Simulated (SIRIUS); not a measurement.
Crystal: Nb.

```
CELL_PARAMETERS angstrom
-1.66395 1.66395 1.66395
1.66395 -1.66395 1.66395
1.66395 1.66395 -1.66395
ATOMIC_POSITIONS crystal
Nb 0.00000 0.00000 0.00000
```

- Program: SIRIUS 7.10.0
- Task: relaxation of cell and atoms
- Functional: PBE
- Potentials or basis: PseudoDojo 0.4.1 PBE standard (scalar relativistic)
- Cutoff: 1127 eV
- Density cutoff: 4507 eV
- k mesh: 6 × 6 × 6
- Occupations: fermi-dirac, width 0.05 eV
- Spin: no spin polarisation

At the start: pressure -5.1 GPa; volume 18.43 Å³/atom.

Q: Where does the relaxation end?

A: Over 3 steps the energy falls by 9.6 meV/atom and the volume is 17.83 Å³/atom (-3.2 %); space group Im-3m (No. 229, to 0.05 Å).

The path:
```
step  energy change (eV)  largest force (eV/Å)  pressure (GPa)  volume (Å³)
   1              0.0000                0.0000           -5.15        18.43
   2             -0.0091                0.0000           -1.19        17.97
   3             -0.0096                0.0000            0.04        17.83
```

Final structure:
```
Nb
1.0
    -1.64589    1.64589    1.64589
     1.64589   -1.64589    1.64589
     1.64589    1.64589   -1.64589
Nb
1
Direct
  0.00000 0.00000 0.00000
```

Caveat: the k mesh is coarse (spacing up to 0.45 Å⁻¹), so the values aren't converged.
